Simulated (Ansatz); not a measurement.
## Convergence notes, G0W0 on LiF (Fm-3m)

LiF (started from an entry of an open crystallographic database), relaxed with r2SCAN; one-shot G0W0 in Ansatz without spin-orbit coupling. The values are computed, spin-unpolarised, and not measurements.

```
Li F
1.0
     0.00000    1.99487    1.99487
     1.99487    0.00000    1.99487
     1.99487    1.99487    0.00000
Li F
1 1
Direct
  0.00000 0.00000 0.00000
  0.50000 0.50000 0.50000
```

Gaps are read over the mesh points alone. G0W0 values are finite-basis, finite-mesh values.

| start | potentials | frequency model | mesh | empty bands | screening cutoff (eV) | Kohn-Sham gap (eV) | G0W0 gap (eV) | rough cost |
| --- | --- | --- | --- | --- | --- | --- | --- | --- |
| PBE | PAW | contour deformation | 6×6×6 | 25 | 80 | 9.35 | 13.47 | 12 core-seconds |
| PBE | PAW | contour deformation | 6×6×6 | 59 | 140 | 9.35 | 13.56 | 25 core-seconds |
| PBE | PAW | contour deformation | 6×6×6 | 109 | 210 | 9.35 | 13.74 | 70 core-seconds |
| HSE06 | PAW | contour deformation | 6×6×6 | 59 | 140 | 11.68 | 14.54 | 60 core-seconds |
| LDA | PAW | contour deformation | 6×6×6 | 59 | 140 | 9.10 | 13.52 | 25 core-seconds |
| r2SCAN | PAW | contour deformation | 6×6×6 | 59 | 140 | 10.33 | 14.06 | 28 core-seconds |
| PBE | PAW | Godby-Needs pole | 6×6×6 | 59 | 140 | 9.35 | 13.57 | 27 core-seconds |
| PBE | PAW | contour deformation | 8×8×8 | 25 | 80 | 9.35 | 13.47 | 50 core-seconds |
| PBE | norm-conserving | contour deformation | 6×6×6 | 59 | 140 | 9.32 | 13.53 | 60 core-seconds |

G0W0 moves the gap on the mesh from 9.35 eV (PBE) to 13.74 eV (direct at Γ). Renormalisation factors Z lie between 0.82 and 0.89.

Raising bands and cutoff together moves the gap by +0.09 eV (80 to 140 eV), then +0.18 eV (140 to 210 eV); the last step is still large, so the basis limit isn't reached. Starting from HSE06 (11.68 eV against PBE's 9.35 eV) gives 14.54 eV, +0.98 eV from G0W0@PBE at the same screening cutoff. Starting from LDA (9.10 eV against PBE's 9.35 eV) gives 13.52 eV, -0.04 eV from G0W0@PBE at the same screening cutoff. Starting from r2SCAN (10.33 eV against PBE's 9.35 eV) gives 14.06 eV, +0.50 eV from G0W0@PBE at the same screening cutoff. The Godby-Needs plasmon pole differs from contour deformation by +0.01 eV. An 8×8×8 mesh in place of 6×6×6 changes the opening over PBE by 0.00 eV (the gap on the mesh by 0.00 eV). Norm-conserving potentials (wave cutoff 1320 eV against 420 eV) shift the quasiparticle gap by -0.03 eV and the PBE gap by -0.03 eV. r2SCAN runs take a wave cutoff of 500 eV.
